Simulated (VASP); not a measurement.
# Ga (Pm-3m) in VASP: further runs

The runs below take Ga through single point, with revPBE.

Everything below comes from runs of VASP 6.6.1. Logs are shortened: lines on timing, memory, paths and dates and some standing lists are left out, and cuts for length are marked.

**1. Starting point**

It takes space group Pm-3m (No. 221, cubic). Conventional cell: a = 2.750 Å, b = 2.750 Å, c = 2.750 Å, α = 90.00°, β = 90.00°, γ = 90.00°. Ga (site symmetry m-3m) is surrounded by 6 Ga at 2.75 Å.

This isn't the form of Ga at room conditions, which is orthorhombic.

**2. Single point, revPBE**

INCAR reads:

```
PREC = Accurate
ENCUT = 520
EDIFF = 1E-6
ISMEAR = -1
SIGMA = 0.1
LREAL = False
LASPH = True
NELM = 60
ALGO = Fast
ISIF = 2
LWAVE = False
LCHARG = False
GGA = RE
NBANDS = 12
```

KPOINTS reads:

```
regular mesh
0
Gamma
  19 19 19
```

POSCAR reads:

```
Ga
1.0
    2.7502055349      0.0000000000      0.0000000000
    0.0000000000      2.7502055349      0.0000000000
    0.0000000000      0.0000000000      2.7502055349
Ga
1
Direct
    0.0000000000      0.0000000000      0.0000000000
```

Potentials or basis: VASP PAW PBE potentials, release 64 (Ga_d).

On the command line:

```console
cat potpaw_PBE.64/Ga_d/POTCAR > POTCAR
mpirun -np 1 vasp_std > vasp.out
```

OUTCAR:

```text
PREC = Accurate
   ENCUT = 520
   EDIFF = 1E-6
   ISMEAR = -1
   LREAL = False
   LASPH = True
   NELM = 60
   ISIF = 2
   GGA = RE

 ion  position               nearest neighbor table
   1  0.000  0.000  0.000-

  LATTYP: Found a simple cubic cell.
 ALAT       =     2.7502055349

  Lattice vectors:

 A1 = (   2.7502055349,   0.0000000000,   0.0000000000)
 A2 = (   0.0000000000,   2.7502055349,   0.0000000000)
 A3 = (   0.0000000000,   0.0000000000,   2.7502055349)

Analysis of symmetry for initial positions (statically):
=====================================================================
 Subroutine PRICEL returns:
 Original cell was already a primitive cell.

 Routine SETGRP: Setting up the symmetry group for a
 simple cubic supercell.

 Subroutine GETGRP returns: Found 48 space group operations
 (whereof 48 operations were pure point group operations)
 out of a pool of 48 trial point group operations.

The static configuration has the point symmetry O_h .

Analysis of symmetry for dynamics (positions and initial velocities):
=====================================================================
 Subroutine PRICEL returns:
 Original cell was already a primitive cell.

 Routine SETGRP: Setting up the symmetry group for a
 simple cubic supercell.

 Subroutine GETGRP returns: Found 48 space group operations
 (whereof 48 operations were pure point group operations)
 out of a pool of 48 trial point group operations.

The dynamic configuration has the point symmetry O_h .

 Subroutine INISYM returns: Found 48 space group operations
 (whereof 48 operations are pure point group operations),
 and found     1 'primitive' translations

----------------------------------------------------------------------------------------

                                     Primitive cell

  volume of cell :      20.8015

  direct lattice vectors                    reciprocal lattice vectors
     2.750205535  0.000000000  0.000000000     0.363609187  0.000000000  0.000000000
     0.000000000  2.750205535  0.000000000     0.000000000  0.363609187  0.000000000
     0.000000000  0.000000000  2.750205535     0.000000000  0.000000000  0.363609187

  length of vectors
     2.750205535  2.750205535  2.750205535     0.363609187  0.363609187  0.363609187

  position of ions in fractional coordinates (direct lattice)
     0.000000000  0.000000000  0.000000000

  ion indices of the primitive-cell ions
   primitive index   ion index
                 1           1

----------------------------------------------------------------------------------------

 KPOINTS: regular mesh

Automatic generation of k-mesh.
 Grid dimensions read from file:
 generate k-points for:   19   19   19

 Generating k-lattice:

  Cartesian coordinates                     Fractional coordinates (reciprocal lattice)
     0.019137326  0.000000000  0.000000000     0.052631579  0.000000000  0.000000000
     0.000000000  0.019137326  0.000000000     0.000000000  0.052631579  0.000000000
     0.000000000  0.000000000  0.019137326     0.000000000  0.000000000  0.052631579

  Length of vectors
     0.019137326  0.019137326  0.019137326

  Shift w.r.t. Gamma in fractional coordinates (k-lattice)
     0.000000000  0.000000000  0.000000000

 Subroutine IBZKPT returns following result:
 ===========================================

 Found    220 irreducible k-points:

 Following reciprocal coordinates:
            Coordinates               Weight
  0.000000  0.000000  0.000000      1.000000
  0.052632  0.000000  0.000000      6.000000
  0.105263  0.000000  0.000000      6.000000
  0.157895  0.000000  0.000000      6.000000
  0.210526  0.000000  0.000000      6.000000
  0.263158  0.000000  0.000000      6.000000
[... 16 lines left out ...]
  0.263158  0.105263  0.000000     24.000000
  0.315789  0.105263  0.000000     24.000000
 [... further k-points ...]
   k-points           NKPTS =    220   k-points in BZ     NKDIM =    220   number of bands    NBANDS=     12
   number of dos      NEDOS =    301   number of ions     NIONS =      1
   total plane-waves  NPLWV =   8000
   dimension x,y,z NGX =    20 NGY =   20 NGZ =   20
   dimension x,y,z NGXF=    40 NGYF=   40 NGZF=   40
   ions per type =               1
   NGX,Y,Z   is equivalent  to a cutoff of  12.09, 12.09, 12.09 a.u.
   NGXF,Y,Z  is equivalent  to a cutoff of  24.18, 24.18, 24.18 a.u.
 SYSTEM =  unknown system
   PREC   = accura    normal or accurate (medium, high low for compatibility)
   ISTART =      0    job   : 0-new  1-cont  2-samecut
   ICHARG =      2    charge: 1-file 2-atom 10-const
   ISPIN  =      1    spin polarized calculation?
   LNONCOLLINEAR =      F non collinear calculations
   LSORBIT =      F    spin-orbit coupling
   LASPH  =      T    aspherical Exc in radial PAW
   ENCUT  =  520.0 eV  38.22 Ry    6.18 a.u.   5.11  5.11  5.11*2*pi/ulx,y,z
   NELM   =     60;   NELMIN=  2; NELMDL= -5     # of ELM steps
   EDIFF  = 0.1E-05   stopping-criterion for ELM
   LREAL  =      F    real-space projection
   EDIFFG = 0.1E-04   stopping-criterion for IOM
   NSW    =      0    number of steps for IOM
   IBRION =     -1    ionic relax: 0-MD 1-quasi-New 2-CG
   NFREE  =      0    steps in history (QN), initial steepest desc. (CG)
   ISIF   =      2    stress and relaxation
   ISYM   =      2    0-nonsym 1-usesym 2-fastsym
   POTIM  = 0.5000    time-step for ionic-motion
   TEBEG  =    0.0;   TEEND  =   0.0 temperature during run
   PSTRESS=    0.0 pullay stress
   NELECT =      13.0000    total number of electrons
   NUPDOWN=      -1.0000    fix difference up-down
   EMIN   =  10.00;   EMAX   =-10.00  energy-range for DOS
   EFERMI =   0.00;   METHOD = LEGACY
   ISMEAR =    -1;   SIGMA  =   0.10  broadening in eV -4-tet -1-fermi 0-gaus
   EFERMI_NEDOS =   21; number of points for ismear=-14 and -15
   IALGO  =     68    algorithm
   IMIX   =      4    mixing-type and parameters
     AMIX     =   0.40;   BMIX     =  1.00
     AMIX_MAG =   1.60;   BMIX_MAG =  1.00
  volume/ion in A,a.u.               =      20.80       140.38
  Fermi-wavevector in a.u.,A,eV,Ry     =   1.399665  2.644983 26.654662  1.959062
  Thomas-Fermi vector in A             =   2.522702
   LORBIT       =      0    0 simple, 1 ext, 2 COOP (PROOUT), +10 PAW based schemes
   GGA     = RE    functional components
   LHFCALC =     F    Hartree Fock is set to
   AEXX    =    0.0000 exact exchange contribution
   IVDW    =     0    specifies the selected vdW correction
   LEPSILON=     F    determine dielectric tensor
   LRPA    =     F    only Hartree local field effects (RPA)
 non-spin polarized calculation
 RMM-DIIS sequential band-by-band and
  energy-cutoff  :      520.00
  volume of cell :       20.80
 maximum number of plane-waves:       587
   NGX = 11   NGY = 11   NGZ = 11

 number of electron      13.0000008 magnetization

 Free energy of the ion-electron system (eV)
  ---------------------------------------------------
  ext. energy  EPLUGINS =         0.00000000
  ---------------------------------------------------
  free energy    TOTEN  =        -2.53774363 eV

  energy without entropy =       -2.52152936  energy(sigma->0) =       -2.52963649

 E-fermi :   4.5463     XC(G=0): -10.3607

 val. band max:        4.4909911412   @ k =   0.3684   0.2105   0.2105
 cond. band min:       4.5475686754   @ k =   0.4737   0.4211   0.2105
 fundamental gap:      0.0565775342
 Fermi energy:         4.5463407572

 k-point     1 :       0.0000    0.0000    0.0000
  band No.  band energies     occupation
      1     -10.5375      2.00000
      2     -10.5375      2.00000
      3     -10.0696      2.00000
      4     -10.0696      2.00000
      5     -10.0696      2.00000
      6      -5.7575      2.00000
      7      13.2762      0.00000
      8      13.2762      0.00000
      9      13.2762      0.00000
     10      16.1583      0.00000
     11      16.1583      0.00000
     12      18.4647      0.00000

 k-point     2 :       0.0526    0.0000    0.0000
  band No.  band energies     occupation
      1     -10.5366      2.00000
      2     -10.5288      2.00000
      3     -10.0731      2.00000
      4     -10.0731      2.00000
      5     -10.0693      2.00000
      6      -5.7030      2.00000
      7      12.3258      0.00000
      8      13.3327      0.00000
      9      13.3327      0.00000
     10      16.2053      0.00000
     11      16.8878      0.00000
     12      18.8206      0.00000

 k-point     3 :       0.1053    0.0000    0.0000
  band No.  band energies     occupation
      1     -10.5338      2.00000
      2     -10.5037      2.00000
      3     -10.0833      2.00000
      4     -10.0833      2.00000
      5     -10.0684      2.00000
      6      -5.5389      2.00000
      7      10.6646      0.00000
      8      13.5008      0.00000
      9      13.5008      0.00000
     10      16.3463      0.00000
     11      17.6070      0.00000
     12      20.1638      0.00000
[... 286 lines left out ...]
 k-point    23 :       0.2632    0.1053    0.0000
  band No.  band energies     occupation
      1     -10.4943      2.00000
      2     -10.3517      2.00000
      3     -10.1591      2.00000
      4     -10.1377      2.00000
      5     -10.0769      2.00000
      6      -4.1665      2.00000
      7       5.8793      0.00000
      8      12.0278      0.00000
      9      14.8406      0.00000
     10      18.1539      0.00000
     11      20.5985      0.00000
     12      22.9356      0.00000

 k-point    24 :       0.3158    0.1053    0.0000
  band No.  band energies     occupation
      1     -10.4884      2.00000
      2     -10.3036      2.00000
      3     -10.1811      2.00000
      4     -10.1579      2.00000
      5     -10.0750      2.00000
      6      -3.5657      2.00000
      7       4.3956      1.63722
      8      12.5679      0.00000
      9      15.3692      0.00000
     10      18.6241      0.00000
     11      20.2072      0.00000
     12      22.5195      0.00000

 [... further k-points ...]

------------------------ aborting loop because EDIFF is reached ----------------------------------------

  FORCE on cell =-STRESS in cart. coord.  units (eV):
  Direction    XX          YY          ZZ          XY          YZ          ZX
  --------------------------------------------------------------------------------------
  -------------------------------------------------------------------------------------
  Total        0.0009726      0.0009726      0.0009726      0.0000000      0.0000000     -0.0000000
  in kB        0.0749135      0.0749135      0.0749135      0.0000000      0.0000000     -0.0000000
  external PRESSURE =       0.0749135 kB  Pullay stress =       0.0000000 kB

 VOLUME and BASIS-vectors are now :
 -----------------------------------------------------------------------------
  energy-cutoff  :      520.00
  volume of cell :       20.80
      direct lattice vectors                 reciprocal lattice vectors
     2.750205535  0.000000000  0.000000000     0.363609187  0.000000000  0.000000000
     0.000000000  2.750205535  0.000000000     0.000000000  0.363609187  0.000000000
     0.000000000  0.000000000  2.750205535     0.000000000  0.000000000  0.363609187

 POSITION                                       TOTAL-FORCE (eV/Angst)
 -----------------------------------------------------------------------------------
      0.00000      0.00000      0.00000         0.000000      0.000000      0.000000
 -----------------------------------------------------------------------------------
    total drift:                               -0.000000      0.000000      0.000000

  FREE ENERGIE OF THE ION-ELECTRON SYSTEM (eV)
  ---------------------------------------------------
  free  energy   TOTEN  =        -2.5377436325 eV

  energy  without entropy=       -2.5215293571  energy(sigma->0) =       -2.52963649
```

Wall time 22 s (1 thread of Intel Xeon Platinum 8488C (Sapphire Rapids), shared host); peak memory 0.16 GiB.

Results:

```yaml
Free_energy: -2.5377 eV
Pressure: 0.0 GPa
Band_gap_on_the_k_mesh: none (metal or under the smearing width)
```

Levels at points of the mesh, in eV from the Fermi level:
```
           k point  band 3  band 4  band 5  band 6  band 7  band 8  band 9  band 10
(0.00, 0.00, 0.00)  -14.62  -14.62  -14.62  -10.30    8.73    8.73    8.73    11.61
```

Caveat: the PAW data sets were made with another functional, which shifts forces and pressure a little.

**3. Single point, revPBE**

This run uses another cell than the first one, of 21.63 Å³/atom, 1.040 times its volume.

INCAR, as its differences from that of step 2:

```diff
@@ -7,3 +7,3 @@
 LASPH = True
-NELM = 60
+NELM = 100
 ALGO = Fast
```

KPOINTS reads:

```
Automatic mesh
0
Gamma
  13 13 13
```

POSCAR reads:

```
Ga
1.0
    2.7863966002      0.0000000000      0.0000000000
    0.0000000000      2.7863966002      0.0000000000
    0.0000000000      0.0000000000      2.7863966002
Ga
1
Direct
    0.0000000000      0.0000000000      0.0000000000
```

Potentials or basis: VASP PAW PBE potentials, release 64 (Ga_d).

On the command line:

```console
cat potpaw_PBE.64/Ga_d/POTCAR > POTCAR
mpirun -np 1 vasp_std > vasp.out
```

Wall time 10 s (1 thread of Intel Xeon Platinum 8488C (Sapphire Rapids), shared host); peak memory 0.14 GiB.

It converged, with:

| Item | Value |
| --- | --- |
| Free energy | -2.5290 eV |
| Pressure | -1.5 GPa |
| Band gap on the k mesh | none (metal or under the smearing width) |

Levels at points of the mesh, in eV from the Fermi level:
```tsv
k point	band 4	band 5	band 6	band 7	band 8	band 9
(0.00, 0.00, 0.00)	-14.64	-14.64	-10.08	8.45	8.45	8.45
```

Caveat: the PAW data sets were made with another functional, which shifts forces and pressure a little.

**4. Single point, revPBE**

This run uses another cell than the first one, of 23.30 Å³/atom, 1.120 times its volume.

INCAR reads:

```
PREC     = Accurate       # precision mode
ENCUT    = 520            # plane-wave cutoff, eV
EDIFF    = 1E-7           # SCF threshold, eV
ISMEAR   = -1             # smearing method
SIGMA    = 0.1            # smearing width, eV
LREAL    = False          # projectors in reciprocal space
LASPH    = True           # aspherical terms in the spheres
NELM     = 100            # most SCF steps
ALGO     = Fast           # electronic algorithm
ISIF     = 2              # what is computed and relaxed
LWAVE    = False          # write WAVECAR
LCHARG   = False          # write CHGCAR
GGA      = RE             # functional
NBANDS   = 12             # bands
```

KPOINTS is that of step 3.

POSCAR reads:

```
Ga
1.0
    2.8560852038      0.0000000000      0.0000000000
    0.0000000000      2.8560852038      0.0000000000
    0.0000000000      0.0000000000      2.8560852038
Ga
1
Direct
    0.0000000000      0.0000000000      0.0000000000
```

On the command line:

```console
cat potpaw_PBE.64/Ga_d/POTCAR > POTCAR
mpirun -np 1 vasp_std > vasp.out
```

Wall time 14 s (1 thread of Intel Xeon Platinum 8488C (Sapphire Rapids), shared host); peak memory 0.15 GiB.

It converged, with:

- Free energy: -2.5027 eV
- Pressure: -3.4 GPa
- Band gap on the k mesh: none (metal or under the smearing width)

Levels at points of the mesh, in eV from the Fermi level:
| k point | band 3 | band 4 | band 5 | band 6 | band 7 | band 8 | band 9 | band 10 |
| --- | --- | --- | --- | --- | --- | --- | --- | --- |
| (0.00, 0.00, 0.00) | -14.65 | -14.65 | -14.65 | -9.63 | 7.97 | 7.97 | 7.97 | 10.91 |

Caveat: the PAW data sets were made with another functional, which shifts forces and pressure a little.

**5. Single point, revPBE**

This run uses another cell than the first one, of 19.97 Å³/atom, 0.960 times its volume.

INCAR reads:

```
SYSTEM = Ga
PREC = Accurate
ENCUT = 520
EDIFF = 1E-7
ISMEAR = -1
SIGMA = 0.1
LREAL = .False.
LASPH = .True.
NELM = 80
ALGO = Normal
ISIF = 2
LWAVE = .False.
LCHARG = .False.
GGA = RE
NBANDS = 12
```

KPOINTS reads:

```
Automatic mesh
0
Gamma
  13 13 13
  0 0 0
```

POSCAR reads:

```
Ga
1.0
    2.7130360389      0.0000000000      0.0000000000
    0.0000000000      2.7130360389      0.0000000000
    0.0000000000      0.0000000000      2.7130360389
Ga
1
Direct
    0.0000000000      0.0000000000      0.0000000000
```

On the command line:

```console
cat potpaw_PBE.64/Ga_d/POTCAR > POTCAR
mpirun -np 1 vasp_std > vasp.out
```

Run time: 10 s. Hardware: 1 thread of Intel Xeon Platinum 8488C (Sapphire Rapids), shared host; peak memory 0.13 GiB.

It converged, with:

- Free energy: -2.5289 eV
- Pressure: 1.8 GPa
- Band gap on the k mesh: none (metal or under the smearing width)

Levels at points of the mesh, in eV from the Fermi level:
| k point | band 3 | band 4 | band 5 | band 6 | band 7 | band 8 | band 9 | band 10 |
| --- | --- | --- | --- | --- | --- | --- | --- | --- |
| (0.00, 0.00, 0.00) | -14.63 | -14.63 | -14.63 | -10.59 | 9.00 | 9.00 | 9.00 | 11.86 |

Caveat: the PAW data sets were made with another functional, which shifts forces and pressure a little.

**6. Summary**

```csv
cell,k mesh,gap on the mesh (eV),pressure (GPa)
"Pm-3m, 20.8 Å³/atom",19 × 19 × 19,none,0.0
"Pm-3m, 21.63 Å³/atom",13 × 13 × 13,none,-1.5
"Pm-3m, 23.3 Å³/atom",13 × 13 × 13,none,-3.4
"Pm-3m, 19.97 Å³/atom",13 × 13 × 13,none,1.8
```

Alike in all rows: task single point; level revPBE; potentials or basis VASP PAW PBE potentials, release 64 (Ga_d); no spin polarisation; cutoff (eV) 520; smearing fermi-dirac 0.1 eV.

Every run on the cell as given and a fine mesh finds a metal.

Caveats: the PAW data sets were made with another functional, which shifts forces and pressure a little.

Total energies depend on the potentials used, so only differences within one code and one set of settings carry meaning.
